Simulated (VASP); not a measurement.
# InP: band structure with r2SCAN

**The experiment to reproduce.**

From a printed reference work, data compilation, for a bulk crystal of InP at 1.6 K: band gap 1.4236 eV (direct).

The system is InP.

```
In P
1.0
     0.00000    2.93945    2.93945
     2.93945    0.00000    2.93945
     2.93945    2.93945    0.00000
In P
1 1
Direct
  0.00000 0.00000 0.00000
  0.25000 0.25000 0.25000
```

```yaml
Program: VASP 6.6.1
Task: band structure
Functional: r2SCAN
Potentials_or_basis: VASP PAW PBE potentials, release 64 (In_d, P)
Cutoff: 520 eV
k_mesh: 10 × 10 × 10
Occupations: gaussian, width 0.03 eV
Spin: no spin polarisation
Further_INCAR_settings: ALGO = Normal; EDIFF = 1e-06; NBANDS = 16
```

The pressure is 0.9 GPa and the band gap on the k mesh is 1.12 eV, direct. The band gap along the path is 1.12 eV, direct.

Levels at the corners of the path, in eV from the valence-band top:
| point | band 5 | band 6 | band 7 | band 8 | band 9 | band 10 | band 11 | band 12 | band 13 | band 14 |
| --- | --- | --- | --- | --- | --- | --- | --- | --- | --- | --- |
| Γ | -14.46 | -11.94 | 0.00 | 0.00 | 0.00 | 1.12 | 4.44 | 4.44 | 4.44 | 9.08 |
| X | -14.43 | -9.49 | -5.84 | -2.38 | -2.38 | 2.02 | 2.55 | 9.83 | 10.25 | 10.25 |
| X | -14.43 | -9.49 | -5.84 | -2.38 | -2.38 | 2.02 | 2.55 | 9.83 | 10.25 | 10.25 |
| W | -14.45 | -9.41 | -5.68 | -3.02 | -2.96 | 4.58 | 4.77 | 6.02 | 6.59 | 10.86 |
| W | -14.45 | -9.41 | -5.68 | -3.02 | -2.96 | 4.58 | 4.77 | 6.02 | 6.59 | 10.86 |
| K | -14.44 | -9.51 | -5.69 | -3.37 | -1.99 | 2.65 | 4.74 | 8.00 | 8.01 | 8.83 |
| K | -14.44 | -9.51 | -5.69 | -3.37 | -1.99 | 2.65 | 4.74 | 8.00 | 8.01 | 8.83 |
| Γ | -14.46 | -11.94 | 0.00 | 0.00 | 0.00 | 1.12 | 4.44 | 4.44 | 4.44 | 9.08 |
| Γ | -14.46 | -11.94 | 0.00 | 0.00 | 0.00 | 1.12 | 4.44 | 4.44 | 4.44 | 9.08 |
| L | -14.45 | -10.16 | -5.83 | -0.99 | -0.99 | 1.84 | 5.16 | 5.16 | 7.53 | 10.05 |
| L | -14.45 | -10.16 | -5.83 | -0.99 | -0.99 | 1.84 | 5.16 | 5.16 | 7.53 | 10.05 |
| U | -14.44 | -9.51 | -5.69 | -3.37 | -1.99 | 2.65 | 4.74 | 8.00 | 8.01 | 8.83 |
| U | -14.44 | -9.51 | -5.69 | -3.37 | -1.99 | 2.65 | 4.74 | 8.00 | 8.01 | 8.83 |
| W | -14.45 | -9.41 | -5.68 | -3.02 | -2.96 | 4.58 | 4.77 | 6.02 | 6.59 | 10.86 |
| W | -14.45 | -9.41 | -5.68 | -3.02 | -2.96 | 4.58 | 4.77 | 6.02 | 6.59 | 10.86 |
| L | -14.45 | -10.16 | -5.83 | -0.99 | -0.99 | 1.84 | 5.16 | 5.16 | 7.53 | 10.05 |
| L | -14.45 | -10.16 | -5.83 | -0.99 | -0.99 | 1.84 | 5.16 | 5.16 | 7.53 | 10.05 |
| K | -14.44 | -9.51 | -5.69 | -3.37 | -1.99 | 2.65 | 4.74 | 8.00 | 8.01 | 8.83 |
| U | -14.44 | -9.51 | -5.69 | -3.37 | -1.99 | 2.65 | 4.74 | 8.00 | 8.01 | 8.83 |
| X | -14.43 | -9.49 | -5.84 | -2.38 | -2.38 | 2.02 | 2.55 | 9.83 | 10.25 | 10.25 |

It took 2.3 min on 1 thread of Intel(R) Xeon(R) 6975P-C (Granite Rapids) (shared host), peak memory 0.2 GiB.

Measured gap of InP: 1.4236 eV (direct; 1.6 K; a printed reference work, data compilation). This calculation gives 1.12 eV (-0.31 eV). Spin-orbit coupling on In is left out. The value is that of r2SCAN, without temperature or zero-point motion.

Caveat: the PAW data sets were made with another functional, which shifts forces and pressure a little; spin-orbit coupling is left out, which moves the levels of the heavy elements.
